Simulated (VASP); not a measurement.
Crystal: FeO.

```
Fe O
1.0
     1.51768    0.87623    2.51579
    -1.51768    0.87623    2.51579
     0.00000   -1.75247    2.51579
Fe O
1 1
Direct
  0.00000 0.00000 0.00000
  0.50000 0.50000 0.50000
```

```yaml
Program: VASP 6.6.1
Task: relaxation of cell and atoms
Functional: TPSS
Potentials_or_basis: VASP PAW PBE potentials, release 64 (Fe, O)
Cutoff: 600 eV
k_mesh: 8 × 8 × 8
Occupations: gaussian, width 0.05 eV
Spin: collinear spin, ferromagnetic start
Starting_moments: "[3.0, 0.0] μB"
```

At the start: pressure -4.4 GPa; volume 10.04 Å³/atom.

How do energy, volume and symmetry change on relaxing?

Over 6 steps the energy falls by 3.4 meV/atom and the volume is 9.81 Å³/atom (-2.2 %); space group Fm-3m (No. 225, to 0.05 Å); moment 4.00 μB per cell.

The path:
| step | energy change (eV) | largest force (eV/Å) | pressure (GPa) | volume (Å³) |
| --- | --- | --- | --- | --- |
| 1 | 0.0000 | 0.0000 | -4.41 | 20.07 |
| 2 | -0.0026 | 0.0000 | 3.64 | 19.28 |
| 3 | -0.0064 | 0.0000 | 0.02 | 19.62 |
| 4 | -0.0065 | 0.0000 | 0.02 | 19.62 |
| 5 | -0.0067 | 0.0000 | 0.01 | 19.62 |
| 6 | -0.0067 | 0.0000 | -0.01 | 19.63 |

Final structure:
```
Fe O
1.0
     1.51586    0.87518    2.46555
    -1.51586    0.87518    2.46555
     0.00000   -1.75037    2.46555
Fe O
1 1
Cartesian
  0.0000 -1.7504 2.4656
  0.0000 0.0000 3.6983
```

Caveat: the PAW data sets were made with another functional, which shifts forces and pressure a little; a cell with one magnetic atom can't hold antiferromagnetic order, which such compounds often take.
